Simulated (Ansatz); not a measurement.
## Collinear states of Ti$_{2}$O

Computed with Ansatz, DFT r2SCAN, scalar-relativistic, plane waves, PAW.

```
CELL_PARAMETERS angstrom
2.91940 0.00000 0.00000
-1.45970 2.52827 0.00000
0.00000 0.00000 4.71300
ATOMIC_POSITIONS crystal
Ti 0.66667 0.33333 0.27874
Ti 0.33333 0.66667 0.72126
O 0.00000 0.00000 0.00000
```

The plane-wave cutoff is 500 eV and the Γ-centred k-mesh is 18×18×10. The occupation rule is Gaussian smearing, 0.1 eV. The list of starting moments (μB, in atom order) is 2.5 2.5 0. The check for lower electronic states after the SCF is off.

All runs keep this geometry, which isn't relaxed for the lowest state (largest force there 1.049 eV/Å, pressure 9.0 GPa); relaxing each order can shift differences of a few meV. Site moments are spin moments in atom-centred spheres that scale with the neighbour distance. The states are those that the runs reached from these starts; a lower one can exist. No antiferromagnetic start is among these.

**Question.** Starts tried: no spin; large parallel starting moments. Which state comes out lowest, and what are the moments?

**Answer.** All starts lose their moments; the cell is non-magnetic at this level.

```
                          start ends energy above lowest (meV/atom) site moments (μB) gap on mesh (eV) P (GPa)
                        no spin non-magnetic                            0.00     none over 0.05             metal      9.0
large parallel starting moments non-magnetic                            0.00     none over 0.05             metal      9.0
```

Cost: 2 runs of about 5 core-minutes in all, on Intel Xeon Processor @ 2.50GHz (Skylake/Cascade Lake) (shared hosts).